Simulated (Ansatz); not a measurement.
**Zr₂Si₃: competing structures**

Computed with Ansatz, DFT PBE, scalar-relativistic, plane waves, PAW. All cells share a 420 eV cutoff and Γ-centred k meshes spaced at most about 0.3 Å⁻¹ (about 0.25 or finer for metals, 2π included). Spin is collinear in cells that carry moments; the others ran without spin or lost their moments.

The zero of energy is the elements' standard structures at the same level; no fitted shifts are applied.

All energies are static (0 K, no zero-point motion). Larger cells and other orderings weren't all tried, so the list isn't exhaustive. The k mesh leaves some 4 meV/atom of noise in the energy of each metallic cell. The magnetic state reached may not be the lowest.

Invented guesses were relaxed alike, and ends that match in structure, energy and magnetic state were merged. ΔE counts from the first row. Coordination counts Si atoms around Zr (those within 1.25 times the shortest such distance or 1.15 times the sum of covalent radii, 1.27 where that leaves under three; a plus sign parts nearer from farther groups; the shortest distance is added where it exceeds 1.18 times the sum of covalent radii; a slash parts the counts of unlike sites). The ends were matched against large subsets of the Crystallography Open Database and the Materials Project, so a missing match doesn't prove that a structure is unreported.

| # | reached from | type and space group | atoms | Å³/atom | coordination | ΔE (meV/atom) | gap on mesh (eV) | moments | in databases |
| --- | --- | --- | --- | --- | --- | --- | --- | --- | --- |
| 1 | A-type sesquioxide type (P-3m1) | P-3m1 (No. 164) | 5 | 18.8 | Zr 7 | 0 | 0.00 | none | no match |
| 2 | Er2Se3 type (P-4m2) | P-4m2 (No. 115) | 5 | 18.3 | Zr 7 | 169 | 0.00 | none | no match |
| 3 | tetradymite type (R-3m) | R-3m (No. 166) | 5 | 17.9 | Zr 9 | 172 | 0.00 | none | no match |
| 4 | Fe3Ge2 type (P-6m2) | P-6m2 (No. 187) | 5 | 18.4 | Zr 2+6/3+6 | 385 | 0.00 | none | no match |
| 5 | random cell | Pm-3m (No. 221) | 5 | 23.1 | Zr 6/12 from 3.4 Å | 1398 | 0.00 | parallel, 0.4 μB | no match |
| 6 | Zr3Cd2 type (Pmmm), changed on relaxing | P4/mmm (No. 123) | 5 | 27.5 | Zr 4/8+8 from 3.6 Å | 1691 | 0.00 | none | no match |

The lowest: Space group P-3m1 (No. 164), trigonal, a = 3.746 Å, c = 7.742 Å. Around Zr lie 3 Si at 2.64 Å and 4 Si at 2.82–2.89 Å; Si on a site of symmetry -3m has 6 Zr at 2.64 Å; around Si on a site of symmetry 3m lie 3 Si at 2.42 Å and 4 Zr at 2.82–2.89 Å. Its energy over the elements is −0.64 eV/atom. Whether it is stable depends on the other phases of the system, which aren't compared here. An observed structure of this formula, if there is one, may be missing.

```
CELL_PARAMETERS angstrom
3.74563 0.00000 0.00000
-1.87282 3.24381 0.00000
0.00000 0.00000 7.74187
ATOMIC_POSITIONS crystal
Zr 0.33333 0.66667 0.19663
Zr 0.66667 0.33333 0.80337
Si 0.00000 0.00000 0.00000
Si 0.33333 0.66667 0.57038
Si 0.66667 0.33333 0.42962
```

The second: Space group P-4m2 (No. 115), tetragonal, a = 3.732 Å, c = 6.579 Å. Zr has 5 Si at 2.75–2.77 Å, 2 Si at 2.95 Å and 4 Zr at 3.32 Å; around Si on a site of symmetry 2mm lie 2 Si at 2.41 Å and 5 Zr at 2.75–2.77 Å; Si on a site of symmetry -4m2 has 4 Si at 2.41 Å and 4 Zr at 2.95 Å. Counting Si atoms around Zr, the first and the second both have Zr 7. The first and the second both hold Si–Si nets. Cells relaxed within their symmetry can be saddle points. Some candidate types were left out of the draw beforehand, so a known form may be missing.
